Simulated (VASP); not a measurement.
Input of a VASP 6.6.1 run:

INCAR

```
SYSTEM = Se
PREC     = Accurate       ! precision mode
ENCUT    = 900            ! plane-wave cutoff, eV
EDIFF    = 1E-8           ! SCF threshold, eV
ISMEAR   = 0              ! smearing method
SIGMA    = 0.05           ! smearing width, eV
LREAL    = .FALSE.        ! projectors in reciprocal space
LASPH    = .TRUE.         ! aspherical terms in the spheres
NELM     = 100            ! most SCF steps
ALGO     = Normal         ! electronic algorithm
ISIF     = 2              ! what is computed and relaxed
LWAVE    = .FALSE.        ! write WAVECAR
LCHARG   = .FALSE.        ! write CHGCAR
GGA      = PE             ! functional
NBANDS   = 16             ! bands
ADDGRID  = .FALSE.
```

Contents of KPOINTS:

```
Automatic mesh
0
G
  10 10 8
  0 0 0
```

Contents of POSCAR:

```
Se
1.0
    4.3551700000      0.0000000000      0.0000000000
   -2.1775850000      3.7716878578      0.0000000000
    0.0000000000      0.0000000000      4.9494500000
Se
3
Direct
    0.7830000000      0.7830000000      0.5000000000
    0.0000000000      0.2170000000      0.8333333333
    0.2170000000      0.0000000000      0.1666666667
```

Potentials or basis: VASP PAW PBE potentials, release 64 (Se).

The run is started by

```console
$ cat potpaw_PBE.64/Se/POTCAR > POTCAR
$ mpirun -np 1 vasp_std > vasp.out
```

Problem. Predict the pressure.

Solution. 5.7 GPa.

Problem. What does it give for the band gap on the k mesh?

Solution. 1.07 eV, indirect (least direct gap 1.26 eV).

Problem. Predict the largest force.

Solution. 1.186 eV/Å.

Forces in eV/Å, atoms in the order of the input:
```
Se  -0.593 -1.027  0.000
Se  -0.593  1.027  0.000
Se   1.186  0.000  0.000
```

Caveat: forces of over 1 eV/Å show positions far from the minimum, so gaps and moduli don't describe the material at rest. A k mesh can miss the band edges.
